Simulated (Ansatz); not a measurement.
HfS₂ (P-3m1), two-dimensional strain map

Computed with DFT PBE+D3(BJ), scalar-relativistic, plane waves, PAW in Ansatz. Cutoff 420 eV, Γ-centred 12×12×6 k-points, Gaussian smearing of 0.05 eV. Spin–orbit coupling is left out, which can shift energies with elements as heavy as these. No spin polarisation. Energies are free energies at this smearing, counted from the undisturbed cell; pressure is positive in compression.

Reference structure (as given, not relaxed at this level; it stands at -0.5 GPa):

```xyz
3
Lattice="3.6397 0.0000 0.0000 -1.8198 3.1520 0.0000 0.0000 0.0000 6.0556" Properties=species:S:1:pos:R:3 pbc="T T T"
Hf    0.0000    0.0000    0.0000
S     1.8198    1.0507    4.6262
S     0.0000    2.1014    1.4294
```

The cell is strained by p along both x and y and by q along z, fractional coordinates fixed. Points are written (p, q).

p was sampled at -0.080, -0.040, 0.000, 0.040, 0.080 and q at -0.080, -0.040, 0.000, 0.040, 0.080.

Question: Where on the computed points is the energy highest, and how high?

Answer: At (-0.080, -0.080): 479.7 meV/atom.

Question: Away from (0, 0), which computed point is lowest?

Answer: (0.000, 0.040): 12.9 meV/atom.

The map, in meV/atom:

```csv
p \ q,-0.080,-0.040,0.000,0.040,0.080
-0.080,479.7,337.4,237.6,177.4,153.4
-0.040,187.9,100.9,49.3,30.2,41.3
0.000,57.1,14.0,0.0,12.9,50.7
0.040,52.0,43.1,58.2,95.4,153.2
0.080,144.0,161.3,198.3,253.5,325.6
```

Cost: 25 runs of about 3 core-minutes in all, on AMD EPYC 7R43 (Zen 3) (shared hosts).